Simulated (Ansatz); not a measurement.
# (001) slab of diamond, 9.8 Å thick as cut, ended by H

Ansatz, PAW, plane waves, no spin–orbit coupling unless named; atoms relaxed with PBEsol, the curve by HSE06. The curve holds the local part of the PAW potentials, so its shape inside matter depends on the files.

```
CELL_PARAMETERS angstrom
3.55380 3.55380 0.00000
-3.55380 3.55380 0.00000
0.00000 0.00000 25.27296
ATOMIC_POSITIONS crystal
C 0.00039 0.08881 0.30951
C 0.00039 0.99619 0.44705
C 0.00038 0.99957 0.59012
C 0.50040 0.41002 0.30944
C 0.50038 0.50276 0.44749
C 0.50038 0.49901 0.58574
C 0.25039 0.01723 0.34145
C 0.25038 0.99630 0.48207
C 0.25038 0.99959 0.62672
C 0.75038 0.48187 0.34136
C 0.75038 0.50260 0.48274
C 0.75038 0.49892 0.61935
C 0.00038 0.41001 0.30944
C 0.00038 0.50276 0.44749
C 0.00038 0.49901 0.58574
C 0.50039 0.08881 0.30950
C 0.50038 0.99619 0.44705
C 0.50038 0.99957 0.59012
C 0.25039 0.48186 0.34135
C 0.25038 0.50260 0.48274
C 0.25038 0.49893 0.61935
C 0.75039 0.01722 0.34145
C 0.75038 0.99631 0.48207
C 0.75038 0.99959 0.62672
C 0.25039 0.74926 0.37325
C 0.25038 0.75255 0.51791
C 0.25038 0.73163 0.65853
C 0.75038 0.24993 0.38063
C 0.75038 0.24626 0.51723
C 0.75038 0.26698 0.65863
C 0.00038 0.24985 0.41424
C 0.00038 0.24610 0.55249
C 0.00038 0.33883 0.69054
C 0.50038 0.74928 0.40986
C 0.50038 0.75267 0.55293
C 0.50038 0.66004 0.69047
C 0.25038 0.24993 0.38062
C 0.25038 0.24626 0.51723
C 0.25038 0.26699 0.65863
C 0.75038 0.74926 0.37325
C 0.75038 0.75255 0.51791
C 0.75038 0.73163 0.65853
C 0.00038 0.74928 0.40986
C 0.00038 0.75267 0.55293
C 0.00037 0.66003 0.69047
C 0.50038 0.24985 0.41424
C 0.50038 0.24610 0.55249
C 0.50038 0.33883 0.69054
H 0.00038 0.00226 0.26935
H 0.50045 0.49612 0.26924
H 0.00032 0.49610 0.26924
H 0.50039 0.00229 0.26935
H 0.00037 0.25273 0.73073
H 0.50038 0.74659 0.73063
H 0.00035 0.74656 0.73063
H 0.50038 0.25273 0.73074
```

Planar mean of the electrostatic potential energy along the normal, from the vacuum level:

```tsv
z (Å)	v (eV)
0.00	0.00
0.28	0.00
0.70	0.00
0.98	0.00
1.40	0.00
1.68	0.00
2.11	0.00
2.39	0.00
2.67	0.00
3.09	0.00
3.37	0.00
3.79	0.00
4.07	0.00
4.35	0.00
4.77	-0.01
5.05	-0.02
5.48	-0.06
5.76	-0.16
6.18	-0.66
6.46	-1.80
6.74	-4.16
7.16	-3.92
7.44	-8.49
7.86	-14.97
8.14	-14.78
8.42	-15.38
8.85	-14.75
9.13	-13.39
9.55	-15.25
9.83	-13.86
10.25	-15.01
10.53	-15.20
10.81	-13.52
11.23	-15.58
11.51	-14.60
11.93	-14.22
12.22	-15.69
12.64	-13.50
12.92	-14.96
13.20	-15.30
13.62	-13.70
13.90	-15.58
14.32	-13.71
14.60	-14.15
14.88	-15.59
15.30	-13.59
15.58	-14.71
16.01	-13.91
16.29	-13.74
16.71	-15.95
16.99	-14.94
17.27	-14.93
17.69	-11.52
17.97	-5.53
18.39	-4.38
18.67	-3.09
18.95	-0.99
19.38	-0.26
19.66	-0.11
20.08	-0.03
20.36	-0.01
20.78	-0.01
21.06	0.00
21.34	0.00
21.76	0.00
22.04	0.00
22.46	0.00
22.75	0.00
23.03	0.00
23.45	0.00
23.73	0.00
24.15	0.00
24.43	0.00
24.85	0.00
25.13	0.00
```

**Question.** How far below the vacuum level do the top filled and the lowest empty level lie, by each functional?

**Answer.** PBEsol: 3.82 and 0.75 eV (gap 3.08 eV, a 3×3×1 mesh); HSE06: 4.37 and 0.61 eV (gap 3.76 eV, a 2×2×1 mesh). Either level can be a surface state and not a band edge of the crystal.

The coordinates show dimerised surfaces with one hydrogen per surface carbon, so the dangling bonds that would give π and π* dimer states on clean diamond are saturated. The small depth of the filled edge for so strongly bound a solid fits the polarity of the C–H bonds: hydrogen, the less electronegative partner, carries the positive end outwards and lowers the vacuum level relative to the carbon bands.

Even with HSE06, the gap of 3.76 eV is well below that of bulk diamond, whereas confinement in a thin slab should widen it. Hydrogenated diamond is known for its negative electron affinity, with the bulk conduction edge above vacuum. An empty level 0.61 eV below vacuum is therefore probably a diffuse state held just outside the C–H layer, and doesn't contradict that property. Such a character would also fit its small shift between functionals, compared with that of the filled level, though the different meshes may contribute. The spacing is thus no measure of diamond's bulk gap.
